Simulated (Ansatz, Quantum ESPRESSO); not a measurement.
# honeycomb SnTe, 1 layer in an electric field, part 6 of 6

How does honeycomb SnTe, 1 layer respond to a gate-like field without added charge?

Quantum ESPRESSO 7.5; plane-wave DFT, PBE, PseudoDojo norm-conserving pseudopotentials; geometry and cross-check by Ansatz 0.2.0 with PAW datasets.

So far. Step 14 (Valence density): The density integrates to 30.000 electrons, as the 30 of the input ask. Step 19 (The same in Ansatz: field 0.1 V/Å): At 0.1 V/Å Ansatz's dipole is 0.0841 e Å against 0.0851 from pw.x.

**22. Self-consistent run, with diagonalization = paro**

A sensitivity test on the input.

Level of this step: plane-wave DFT, PBE, PseudoDojo norm-conserving pseudopotentials (Quantum ESPRESSO 7.5).

f1.w0.in

```
&control
  prefix = 'f1.w0'
  outdir = './out'
  pseudo_dir = './pseudo'
  calculation = 'scf'
  tprnfor = .true.
  tefield = .true.
  dipfield = .true.
/
&system
  ibrav = 0
  nat = 2
  ntyp = 2
  ecutwfc = 68
  ecutrho = 272
  occupations = 'smearing'
  smearing = 'fd'
  degauss = 0.004
  edir = 3
  emaxpos = 0.97
  eopreg = 0.04
  eamp = 0.00194469
/
&electrons
  conv_thr = 1e-09
  mixing_beta = 0.4
  electron_maxstep = 120
  mixing_mode = 'plain'
  diagonalization = 'paro'
/
ATOMIC_SPECIES
  Te  127.6000  Te.dojo-sr-pbe-0.4.1-standard.upf
  Sn  118.7100  Sn.dojo-sr-pbe-0.4.1-standard.upf
CELL_PARAMETERS angstrom
  4.18419574705358 0.00000000000000 0.00000000000000
  -2.09209787352679 3.62361981135521 -0.00000000000000
  0.00000000000000 0.00000000000000 18.69000000000000
ATOMIC_POSITIONS crystal
  Te  0.666666666667 0.333333333333 0.454969785345
  Sn  0.333333333333 0.666666666667 0.545030214655
K_POINTS automatic
  6 6 1 0 0 0
```

Run with:

```console
$ OMP_NUM_THREADS=1 mpirun -n 4 pw.x -nk 2 -in f1.w0.in > f1.w0.out
```

What it wrote:

```text
[banner, memory and clock lines left out]
Program PWSCF v.7.5 starts
[citation notice left out]

[...]
bravais-lattice index     =            0
     lattice parameter (alat)  =       7.9070  a.u.
     unit-cell volume          =    1912.3198 (a.u.)^3
     number of atoms/cell      =            2
     number of atomic types    =            2
     number of electrons       =        30.00
     number of Kohn-Sham states=           19
     kinetic-energy cutoff     =      68.0000  Ry
     charge density cutoff     =     272.0000  Ry
     scf convergence threshold =      1.0E-09
     mixing beta               =       0.4000
     number of iterations used =            8  plain     mixing
     Exchange-correlation= PBE
                           (   1   4   3   4   0   0   0)

[...]
PseudoPot. # 1 for Te read from file:
     ./pseudo/Te.dojo-sr-pbe-0.4.1-standard.upf
     Pseudo is Norm-conserving + core correction, Zval = 16.0
     Generated using ONCVPSP code by D. R. Hamann
     Using radial grid of 1294 points,  6 beta functions with:
                l(1) =   0
                l(2) =   0
                l(3) =   1
                l(4) =   1
                l(5) =   2
                l(6) =   2

     PseudoPot. # 2 for Sn read from file:
     ./pseudo/Sn.dojo-sr-pbe-0.4.1-standard.upf
     Pseudo is Norm-conserving + core correction, Zval = 14.0
     Generated using ONCVPSP code by D. R. Hamann
     Using radial grid of 1628 points,  6 beta functions with:
                l(1) =   0
                l(2) =   0
                l(3) =   1
                l(4) =   1
                l(5) =   2
                l(6) =   2

     atomic species   valence    mass     pseudopotential
     Te               16.00   127.60000     Te( 1.00)
     Sn               14.00   118.71000     Sn( 1.00)

     No symmetry found

[...]
number of k points=    20  Fermi-Dirac smearing, width (Ry)=  0.0040
[...]
Dense  grid:   144899 G-vectors     FFT dimensions: (  45,  45, 192)

     Initial potential from superposition of free atoms

     starting charge      29.9983, renormalised to      30.0000

     negative rho (up, down):  7.132E-05 0.000E+00

     Adding external electric field

     Computed dipole along edir(3) :
        Dipole                0.0023 Ry au,          0.0059 Debye
        Dipole field          0.0000 Ry au,

        E field amplitude [Ha a.u.]:  1.9447E-03
        Potential amp.        0.1308 Ry
        Total length         33.9062 bohr

     Starting wfcs are   18 randomized atomic wfcs +    1 random wfcs

     per-process dynamical memory:    65.6 Mb

     Self-consistent Calculation

     iteration #  1     ecut=    68.00 Ry     beta= 0.40
     ParO style diagonalization
     ethr =  1.00E-02,  avg # of iterations =  5.9

     Threshold (ethr) on eigenvalues was too large:
     Diagonalizing with lowered threshold

     ParO style diagonalization
     ethr =  2.36E-04,  avg # of iterations =  2.4

     negative rho (up, down):  3.835E-05 0.000E+00

     Adding external electric field

     Computed dipole along edir(3) :
        Dipole                0.4856 Ry au,          1.2342 Debye
        Dipole field          0.0032 Ry au,

        E field amplitude [Ha a.u.]:  1.9447E-03
        Potential amp.       -0.0845 Ry
        Total length         33.9062 bohr

     total energy              =    -367.33029030 Ry
     estimated scf accuracy    <       0.07121332 Ry

     iteration #  2     ecut=    68.00 Ry     beta= 0.40
     ParO style diagonalization
[...]
negative rho (up, down):  3.122E-05 0.000E+00

[...]
Dipole                0.1166 Ry au,          0.2963 Debye
[...]
E field amplitude [Ha a.u.]:  1.9447E-03
[...]
total energy              =    -367.32364589 Ry
     estimated scf accuracy    <       0.27930701 Ry

     iteration #  3     ecut=    68.00 Ry     beta= 0.40
     ParO style diagonalization
[...]
negative rho (up, down):  7.607E-06 0.000E+00

[...]
Dipole                0.1601 Ry au,          0.4069 Debye
[...]
E field amplitude [Ha a.u.]:  1.9447E-03
[...]
total energy              =    -367.35512956 Ry
     estimated scf accuracy    <       0.00532471 Ry

     iteration #  4     ecut=    68.00 Ry     beta= 0.40
     ParO style diagonalization
[...]
negative rho (up, down):  9.957E-07 0.000E+00

[...]
Dipole                0.1596 Ry au,          0.4056 Debye
[...]
E field amplitude [Ha a.u.]:  1.9447E-03
[...]
total energy              =    -367.35561683 Ry
     estimated scf accuracy    <       0.00032282 Ry

     iteration #  5     ecut=    68.00 Ry     beta= 0.40
     ParO style diagonalization
[...]
negative rho (up, down):  8.532E-08 0.000E+00

[...]
Dipole                0.1609 Ry au,          0.4091 Debye
[...]
E field amplitude [Ha a.u.]:  1.9447E-03
[...]
total energy              =    -367.35563989 Ry
     estimated scf accuracy    <       0.00001488 Ry

     iteration #  6     ecut=    68.00 Ry     beta= 0.40
     ParO style diagonalization
[...]
Dipole                0.1610 Ry au,          0.4092 Debye
[...]
E field amplitude [Ha a.u.]:  1.9447E-03
[...]
total energy              =    -367.35564100 Ry
     estimated scf accuracy    <       0.00000176 Ry

     iteration #  7     ecut=    68.00 Ry     beta= 0.40
     ParO style diagonalization
[...]
Dipole                0.1609 Ry au,          0.4089 Debye
[...]
E field amplitude [Ha a.u.]:  1.9447E-03
[...]
total energy              =    -367.35564122 Ry
     estimated scf accuracy    <       0.00000009 Ry

     iteration #  8     ecut=    68.00 Ry     beta= 0.40
     ParO style diagonalization
[...]
Dipole                0.1609 Ry au,          0.4090 Debye
[...]
E field amplitude [Ha a.u.]:  1.9447E-03
[...]
total energy              =    -367.35564124 Ry
     estimated scf accuracy    <       0.00000001 Ry

     iteration #  9     ecut=    68.00 Ry     beta= 0.40
     ParO style diagonalization
[...]
Dipole                0.1609 Ry au,          0.4089 Debye
[...]
E field amplitude [Ha a.u.]:  1.9447E-03
[...]
total energy              =    -367.35564125 Ry
     estimated scf accuracy    <          1.3E-09 Ry

     iteration # 10     ecut=    68.00 Ry     beta= 0.40
     ParO style diagonalization
[...]
Dipole                0.1609 Ry au,          0.4091 Debye
[...]
E field amplitude [Ha a.u.]:  1.9447E-03
[...]
End of self-consistent calculation

          k = 0.0000 0.0000 0.0000 ( 18171 PWs)   bands (ev):

   -38.0048 -38.0048 -37.9826 -37.9826 -37.9739 -22.8202 -22.8202 -22.7650
   -22.7650 -22.7513 -13.2702  -7.6472  -2.4089  -2.1633  -2.1633  -0.0520
     1.5566   1.5566   2.6963

          k = 0.0000 0.1925 0.0000 ( 18146 PWs)   bands (ev):

   -38.0048 -38.0042 -37.9828 -37.9826 -37.9736 -22.8216 -22.8159 -22.7681
   -22.7655 -22.7488 -13.0493  -7.6319  -3.5724  -2.5438  -2.2775   0.2753
     1.5393   1.8485   3.0059

[...]
the Fermi energy is    -1.2275 ev

!    total energy              =    -367.35564125 Ry
     estimated scf accuracy    <          1.4E-10 Ry
     smearing contrib. (-TS)   =      -0.00000000 Ry
     internal energy E=F+TS    =    -367.35564125 Ry

     The total energy is F=E-TS. E is the sum of the following terms:
     one-electron contribution =    -984.60717943 Ry
     hartree contribution      =     495.25870309 Ry
     xc contribution           =     -93.25008843 Ry
     ewald contribution        =     215.24337927 Ry
     electric field correction =      -0.00045576 Ry

     convergence has been achieved in  10 iterations

     Forces acting on atoms (cartesian axes, Ry/au):

     atom    1 type  1   force =    -0.00000004   -0.00000001   -0.00158998
     atom    2 type  2   force =     0.00000004    0.00000001    0.00158998

     Total force =     0.002249     Total SCF correction =     0.000058

[...]
```

Wall time 69 s (4 MPI ranks of Arm Neoverse V2, shared host); peak memory 0.5 GiB; 4.6 min of CPU time.

Beside the run it was changed from:

```
                     quantity   this run  unchanged run  difference
dipole along the normal (e·Å)    0.08517        0.08509      8.3e-5
             free energy (eV)  -4998.128      -4998.128           0
                wall time (s)         69             26            
               SCF iterations         10              8
```

The free energy moves by +0 meV an atom.

This run starts from superposed atoms, the unchanged one from a saved density, so their iteration counts don't compare.

The physical values in this table move by up to 0.098 %.

**23. Worked from the printed numbers**

α = Δp/E = (0.08509 − (0.04743)) e Å / 0.1 V/Å = 0.3766 e Å²/V; times e/(4πε₀) = 14.40 V Å this is 5.423 Å³. With A = 15.162 Å², 4πα/A = 4.495 Å.

**24. Results**

- polarisability along the normal, a cell: 5.43 Å³
- sheet polarisability 4πα/A: 4.50 Å
- dipole without a field: 0.0474 e·Å
- Kohn-Sham ionisation potential, upper face: 5.01 eV
- gap along the path at 0 V/Å: 1.90 eV
- gap along the path at 0.2 V/Å: 1.91 eV
- gap along the path at -0.2 V/Å: 1.89 eV

The sheet answers a field with a polarisability of 5.43 Å³ a cell, or 4πα/A = 4.50 Å (PBE, PseudoDojo norm-conserving). In pw.x the dipole follows the field linearly over the range tried. A perfect conductor 4.50 Å thick would screen alike; the outer atoms lie 1.68 Å apart. At 0.1 V/Å the sheet takes 0.450 eV off the potential drop. At 0.2 V/Å the gap along the path goes from 1.90 to 1.91 eV. Quantum ESPRESSO and Ansatz give 5.425 and 5.433 Å³ for the polarisability (pw.x from 0 and 0.1 V/Å, Ansatz from ±0.1 V/Å), which agree. The ions stay at their zero-field places, so this is the electrons' response alone. Semilocal gaps are too small, and in strong fields empty levels can belong to the vacuum. Spin-orbit coupling is left out; depending on the atoms that carry the levels of interest, it can split and shift them by tens to hundreds of meV.

[Logs are printed without paths, hosts, clocks, repeated set-up lines and the standing remarks that a program may print on its own settings, such as how far it seeks lower states.]

[Hosts, paths, dates, database ids (printed as entryN), source tags and the programs' standing remarks are cut or masked in the printed files.]

[Maps of the electrostatic potential energy from Ansatz leave out the sawtooth potential of an applied field or a dipole correction, so their vacuum need not be flat; planar profiles and work functions include it.]
